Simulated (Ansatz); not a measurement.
# Stationary points along a deformation path in Rh

Level of theory: DFT PBE, scalar-relativistic, plane waves, PAW in Ansatz 0.2.0. Settings: plane waves to 420 eV, k-mesh 24×24×24 (Γ-centred), Gaussian smearing 0.15 eV. No spin polarisation. Energies are free energies at this smearing, counted from the undisturbed cell; pressure is positive in compression.

The undisturbed cell (as given, not relaxed at this level; it stands at 5.8 GPa):

```yaml
crystal:
  lattice:
    - [0.00000, 1.90155, 1.90155]
    - [1.90155, 0.00000, 1.90155]
    - [1.90155, 1.90155, 0.00000]
  atoms:
    - { symbol: Rh, position: [0.00000, 0.00000, 0.00000] }
```

At fixed volume and fractional coordinates, lengths along (0.577, 0.577, 0.577) are scaled against those across it; ρ is that ratio over its starting value. V = 13.752 Å³/atom. Δσ is the stress along the axis less the mean stress across it (compression positive).

| ρ | ΔE (meV/atom) | Δσ (GPa) | space group |
| --- | --- | --- | --- |
| 0.500 | 1109.5 | 0.00 | Pm-3m |
| 0.600 | 1098.1 | 3.73 | R-3m |
| 0.710 | 948.8 | 41.15 | R-3m |
| 0.850 | 286.4 | 57.63 | R-3m |
| 0.930 | 60.1 | 28.60 | R-3m |
| 1.000 | 0.0 | 0.00 | Fm-3m |
| 1.080 | 67.4 | -30.23 | R-3m |
| 1.200 | 360.8 | -65.91 | R-3m |
| 1.410 | 1195.9 | -116.31 | R-3m |
| 1.700 | 2894.9 | -207.48 | R-3m |
| 2.000 | 5261.9 | -309.90 | R-3m |

Problem. How does the stress give the slope of the energy, and where is the energy stationary?

Solution. Along the path d ln(length) is 2/3 d ln ρ on the axis and −1/3 d ln ρ across it, so dE/d ln ρ = −(2/3) V Δσ: the energy falls with ρ where Δσ is positive. Δσ vanishes or changes sign at ρ = 0.500 (Pm-3m, an end of the scan), at 1109.5 meV/atom; at ρ = 1.000 (Fm-3m), a minimum at 0.0 meV/atom. Pairs of stationary points between two samples would go unseen, and could change a minimum read from distant neighbours into a maximum. At ρ = 0.500, 1.000 the cell is cubic, where symmetry alone makes the stress isotropic and the slope zero.

Problem. Which shear constant sets the curvature at ρ = 1?

Solution. For a cubic crystal E/V = (2/3) C (ln ρ)² with C = C44, so Δσ = −2C ln ρ. The parabola of Δσ against ln ρ through ρ = 0.930, 1 and 1.080 gives C ≈ 197 GPa with the ions clamped, rough because the steps are large. It is the stress–strain coefficient at this cell's pressure of 5.8 GPa, not the zero-pressure constant.

In a metal these slopes depend on the k mesh and the smearing.